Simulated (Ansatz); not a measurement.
AlSb:
Space group F-43m (No. 216); a = b = c = 6.107 Å, α = β = γ = 90.00°

| atom | site | symmetry | x | y | z |
|---|---|---|---|---|---|
| Sb | 4c | -43m | 0.2500 | 0.2500 | 0.2500 |
| Al | 4a | -43m | 0.0000 | 0.0000 | 0.0000 |
(The calculation used a cell of 2 atoms; values per cell refer to that cell.)

Relaxed with LDA.

**Question.** Decompose the optical modes at the zone centre into irreducible representations, and say which are infrared and Raman allowed.

**Answer.** Point group -43m: Γ_opt = T2. Infrared: T2. Raman: T2.

**Question.** Assign frequencies (DFPT, the program Ansatz at the LDA level (PAW); without the LO–TO term).

**Answer.** T2 316 cm⁻¹.

The cell was relaxed with LDA under the symmetry of its start; of distortions, only those at the zone centre were tested. Scalar-relativistic: spin–orbit coupling is off unless named, which matters more the heavier the elements.

Potentials: the later of the program's two PAW sets.
